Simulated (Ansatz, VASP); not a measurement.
# Cross-check of ZnO (zincite) between VASP and Ansatz

Wanted: the spread between two codes on one cell, functional and k mesh.

Method: plane waves, with VASP 6.6.1 beside it; band structure at r2SCAN-EpsX with an exact-exchange share of 0.171 and band structure at B3LYP with an exact-exchange share of 0.2, in Ansatz 0.2.0.

### Step 1. The structure

It takes space group P6_3mc (No. 186, hexagonal). The conventional cell has a = 3.249 Å, b = 3.249 Å, c = 5.206 Å, α = 90.00°, β = 90.00°, γ = 120.00°. Nearest to Zn lie 4 O at 1.97 to 1.98 Å. Nearest to O lie 4 Zn at 1.97 to 1.98 Å. Farther neighbours and most contacts between anions are not listed.

Coordinates:

```xyz
4
Lattice="3.2493 0.0000 0.0000 -1.6247 2.8140 0.0000 0.0000 0.0000 5.2057" Properties=species:S:1:pos:R:3 pbc="T T T"
Zn    0.0000    1.8760    2.6029
Zn    1.6247    0.9380    0.0000
O     1.6247    0.9380    1.9730
O     0.0000    1.8760    4.5759
```

### Step 2. VASP: band structure, r2SCAN-EpsX with an exact-exchange share of 0.171

Levels along a path test the potential and the projectors away from the mesh points.

Lines of VASP's logs that name or quote its potential files are left out, and so is its time.

The run reads the wave functions of an earlier VASP run, which isn't shown here.

Contents of INCAR:

```
SYSTEM = ZnO
PREC = Accurate
ENCUT = 520
EDIFF = 1E-06
NELM = 100
ISMEAR = 0
SIGMA = 0.02
LREAL = .FALSE.
ALGO = Normal
LHFCALC = .TRUE.
AEXX = 0.171
METAGGA = R2SCAN
LASPH = .TRUE.
NBANDS = 24
PRECFOCK = Fast
HFRCUT = -1
LORBIT = 11
LWAVE = .FALSE.
LCHARG = .FALSE.
KPAR = 8
```

Contents of POSCAR:

```
ZnO
1.0
    3.2493080000      0.0000000000      0.0000000000
   -1.6246540000      2.8139832727      0.0000000000
    0.0000000000      0.0000000000      5.2057090000
Zn O
2 2
Direct
    0.3333333333      0.6666666667      0.5000000000
    0.6666666667      0.3333333333      0.0000000000
    0.6666666667      0.3333333333      0.3790100000
    0.3333333333      0.6666666667      0.8790100000
```

Contents of KPOINTS:

```
Automatic mesh
0
Gamma
5 5 3
0 0 0
```

Contents of KPOINTS_OPT:

```
Line mode
6
Line-mode
Reciprocal
  0.00000000   0.00000000   0.00000000 GAMMA
  0.50000000   0.00000000   0.00000000 M

  0.50000000   0.00000000   0.00000000 M
  0.33333333   0.33333333   0.00000000 K

  0.33333333   0.33333333   0.00000000 K
  0.00000000   0.00000000   0.00000000 GAMMA

  0.00000000   0.00000000   0.00000000 GAMMA
  0.00000000   0.00000000   0.50000000 A

  0.00000000   0.00000000   0.50000000 A
  0.50000000   0.00000000   0.50000000 L

  0.50000000   0.00000000   0.50000000 L
  0.33333333   0.33333333   0.50000000 H

  0.33333333   0.33333333   0.50000000 H
  0.00000000   0.00000000   0.50000000 A

  0.50000000   0.00000000   0.50000000 L
  0.50000000   0.00000000   0.00000000 M

  0.33333333   0.33333333   0.00000000 K
  0.33333333   0.33333333   0.50000000 H
```

Potentials, in the order of the species: Zn and O (PBE family, release 64).

The run is started by

```sh
> mpirun -np 8 vasp_std
```

Numbers of over 12 decimals in the logs are rounded to 6 here.

What it wrote:

```text
[banner, memory and clock lines left out]
running    8 mpi-ranks, on    1 nodes
 distrk:  each k-point on    1 cores,    8 groups
 distr:  one band on    1 cores,    1 groups

 POSCAR found type information on POSCAR ZnO
 POSCAR found :  2 types and       4 ions
|                                                                             |
|           W    W    AA    RRRRR   N    N  II  N    N   GGGG   !!!           |
|           W    W   A  A   R    R  NN   N  II  NN   N  G    G  !!!           |
|           W    W  A    A  R    R  N N  N  II  N N  N  G       !!!           |
|           W WW W  AAAAAA  RRRRR   N  N N  II  N  N N  G  GGG   !            |
|           WW  WW  A    A  R   R   N   NN  II  N   NN  G    G                |
|           W    W  A    A  R    R  N    N  II  N    N   GGGG   !!!           |
|                                                                             |
|     For optimal performance we recommend to set                             |
|       NCORE = 2 up to number-of-cores-per-socket                            |
|     NCORE specifies how many cores store one orbital (NPAR=cpu/NCORE).      |
|     This setting can greatly improve the performance of VASP for DFT.       |
|     The default, NCORE=1 might be grossly inefficient on modern             |
|     multi-core architectures or massively parallel machines. Do your        |
|     Unfortunately you need to use the default for GW and RPA                |
|     calculations (for HF NCORE is supported but not extensively tested      |
|     yet).                                                                   |
|                                                                             |

|                                                                             |
|               ----> ADVICE to this user running VASP <----                  |
|                                                                             |
|     You enforced a specific xc type in the INCAR file but a different       |
|     [... a line on the potential file left out ...]
|     I HOPE YOU KNOW WHAT YOU ARE DOING!                                     |
|                                                                             |

 LDA part: xc-table for (None), standard interpolation
 found WAVECAR, reading the header
 POSCAR, INCAR and KPOINTS ok, starting setup
 FFT: planning ... GRIDC
 FFT: planning ... GRID_SOFT
 FFT: planning ... GRID
 HFRCUT set to (new)   9.481018
 reading WAVECAR
 the WAVECAR file was read successfully
 initial charge from wavefunction
 entering main loop
       N       E                     dE             d eps       ncg     rms          rms(c)
DAV:   1    -0.375592574447E+02   -0.37559E+02   -0.18790E+00   584   0.358E+01    0.304E+00
DAV:   2    -0.375195582763E+02    0.39699E-01   -0.67561E-01   576   0.152E+01    0.973E-01
DAV:   3    -0.375247183858E+02   -0.51601E-02   -0.52336E-02   664   0.367E+00    0.492E-01
DAV:   4    -0.375254178233E+02   -0.69944E-03   -0.42533E-03   560   0.510E-01    0.285E-01
DAV:   5    -0.375253424122E+02    0.75411E-04   -0.16759E-04   712   0.186E-01    0.169E-01
DAV:   6    -0.375253386737E+02    0.37385E-05   -0.64275E-05   680   0.108E-01    0.102E-01
DAV:   7    -0.375253530176E+02   -0.14344E-04   -0.23161E-05   536   0.490E-02    0.613E-02
DAV:   8    -0.375253655885E+02   -0.12571E-04   -0.65452E-06   528   0.269E-02    0.361E-02
DAV:   9    -0.375253746312E+02   -0.90426E-05   -0.17527E-06   336   0.158E-02    0.218E-02
DAV:  10    -0.375253798581E+02   -0.52269E-05   -0.13601E-06   312   0.133E-02    0.128E-02
DAV:  11    -0.375253834918E+02   -0.36338E-05   -0.30509E-07   264   0.926E-03    0.793E-03
DAV:  12    -0.375253853145E+02   -0.18226E-05   -0.39400E-07   264   0.814E-03    0.461E-03
DAV:  13    -0.375253867336E+02   -0.14191E-05   -0.10321E-07   264   0.512E-03    0.290E-03
DAV:  14    -0.375253873575E+02   -0.62393E-06   -0.79171E-08   264   0.409E-03
   1 F= -.37525387E+02 E0= -.37525387E+02  d E =-.104831E-32
 Start KPOINTS_OPT (optional k-point list driver)
k-point batch [1-10\54]
       N       E                     dE             ncg
DAV:   1     0.108836594074E+04   -0.84715E+04      488
DAV:   2    -0.194297978291E+04   -0.30313E+04      520
DAV:   3    -0.224128325334E+04   -0.29830E+03      536
DAV:   4    -0.224812744058E+04   -0.68442E+01      576
DAV:   5    -0.224818431695E+04   -0.56876E-01      632
DAV:   6    -0.224818475870E+04   -0.44175E-03      600
DAV:   7    -0.224818476348E+04   -0.47759E-05      576
DAV:   8    -0.224818476355E+04   -0.67296E-07      416
[...]
k-point batch [51-54\54]
       N       E                     dE             ncg
DAV:   1     0.873915372602E+04   -0.55951E+04      192
DAV:   2     0.754072545311E+04   -0.11984E+04      208
DAV:   3     0.741986559274E+04   -0.12086E+03      224
DAV:   4     0.741723210580E+04   -0.26335E+01      200
DAV:   5     0.741721270730E+04   -0.19398E-01      224
DAV:   6     0.741721257427E+04   -0.13304E-03      216
DAV:   7     0.741721257304E+04   -0.12293E-05      176
DAV:   8     0.741721257301E+04   -0.23168E-07      128
```

From OUTCAR (step 2):

```text
ion  position               nearest neighbor table
   1  0.333  0.667  0.500-   4 1.97   3 1.98   3 1.98   3 1.98
   2  0.667  0.333  0.000-   3 1.97   4 1.98   4 1.98   4 1.98
   3  0.667  0.333  0.379-   2 1.97   1 1.98   1 1.98   1 1.98
   4  0.333  0.667  0.879-   1 1.97   2 1.98   2 1.98   2 1.98

  LATTYP: Found a hexagonal cell.
 ALAT       =     3.2493080000
 C/A-ratio  =     1.6020977390

 Subroutine GETGRP returns: Found 12 space group operations
 (whereof  6 operations were pure point group operations)

The static configuration has the point symmetry C_3v.
 The point group associated with its full space group is C_6v.

 Found     10 irreducible k-points:

   k-points           NKPTS =     10   k-points in BZ     NKDIM =     75   number of bands    NBANDS=     24

   dimension x,y,z NGX =    24 NGY =   24 NGZ =   40
   dimension x,y,z NGXF=    48 NGYF=   48 NGZF=   80

   ENCUT  =  520.0 eV  38.22 Ry    6.18 a.u.   6.04  6.04  9.68*2*pi/ulx,y,z

   NELECT =      36.0000    total number of electrons

 k-points in reciprocal lattice and weights: Automatic mesh
   0.00000000  0.00000000  0.00000000       0.013
   0.20000000 -0.00000000  0.00000000       0.080
   0.40000000 -0.00000000  0.00000000       0.080
   0.20000000  0.20000000  0.00000000       0.080
   0.40000000  0.20000000  0.00000000       0.080
   0.00000000  0.00000000  0.33333333       0.027
   0.20000000 -0.00000000  0.33333333       0.160
   0.40000000 -0.00000000  0.33333333       0.160
   0.20000000  0.20000000  0.33333333       0.160
   0.40000000  0.20000000  0.33333333       0.160

  exchange ACFDT corr.  =         0.00000000  see jH, gK, PRB 81, 115126

 average (electrostatic) potential at core
       1 -34.8072       2 -34.8072       3 -71.4871       4 -71.4871

 E-fermi :  -0.0621

 k-point     1 :       0.0000    0.0000    0.0000
  band No.  band energies     occupation
    ...
     14      -1.0962      2.00000
     15      -1.0962      2.00000
     16      -0.2902      2.00000
     17      -0.2268      2.00000
     18      -0.2268      2.00000
     19       2.5538      0.00000
     20       7.3489      0.00000
     21      10.4436      0.00000
     22      15.2290      0.00000
     23      15.2292      0.00000
    ...

 k-point     2 :       0.2000   -0.0000    0.0000
  band No.  band energies     occupation
    ...
     14      -2.3935      2.00000
     15      -1.6108      2.00000
     16      -1.6104      2.00000
     17      -0.5902      2.00000
     18      -0.5083      2.00000
     19       4.4270      0.00000
     20       8.7948      0.00000
     21      10.2969      0.00000
     22      12.4866      0.00000
     23      14.5837      0.00000
    ...

 k-point     3 :       0.4000   -0.0000    0.0000
  band No.  band energies     occupation
    ...
     14      -3.9371      2.00000
     15      -3.0766      2.00000
     16      -2.4748      2.00000
     17      -1.3785      2.00000
     18      -1.0095      2.00000
     19       7.0614      0.00000
     20       9.4755      0.00000
     21       9.6197      0.00000
     22      10.9538      0.00000
     23      13.2371      0.00000
    ...

  energy-cutoff  :      520.00
  volume of cell :       47.60
      direct lattice vectors                 reciprocal lattice vectors
     3.249308000  0.000000000  0.000000000     0.307757836  0.177684070  0.000000000
    -1.624654000  2.813983273  0.000000000     0.000000000  0.355368139  0.000000000
     0.000000000  0.000000000  5.205709000     0.000000000  0.000000000  0.192096792

 POSITION                                       TOTAL-FORCE (eV/Angst)
 -----------------------------------------------------------------------------------
     -0.00000      1.87599      2.60285        -0.000000      0.000000     -0.088341
      1.62465      0.93799      0.00000         0.000000     -0.000000     -0.088341
      1.62465      0.93799      1.97302        -0.000000      0.000000      0.088341
     -0.00000      1.87599      4.57587        -0.000000      0.000000      0.088341
 -----------------------------------------------------------------------------------
    total drift:                                0.000000      0.000000     -0.063099

  FREE ENERGIE OF THE ION-ELECTRON SYSTEM (eV)
  ---------------------------------------------------
  free  energy   TOTEN  =       -37.5253873575 eV

  energy  without entropy=      -37.5253873575  energy(sigma->0) =      -37.52538736

 total charge
# of ion       s       p       d       tot
------------------------------------------
    1        0.419   0.478   9.940  10.837
    2        0.419   0.478   9.940  10.837
    3        1.552   3.506   0.000   5.058
    4        1.552   3.506   0.000   5.058
--------------------------------------------------
tot          3.941   7.968  19.880  31.790

[... 3 further parts left out ...]
```

[end of part 1 of 3]

[Lines on the potential files, build, host, timing and source positions are cut from VASP's logs without a mark.]

[Logs are printed without paths, hosts, clocks, repeated set-up lines and the standing remarks that a program may print on its own settings, such as how far it seeks lower states.]

[Hosts, paths, dates, database ids (printed as entryN), source tags and the programs' standing remarks are cut or masked in the printed files.]
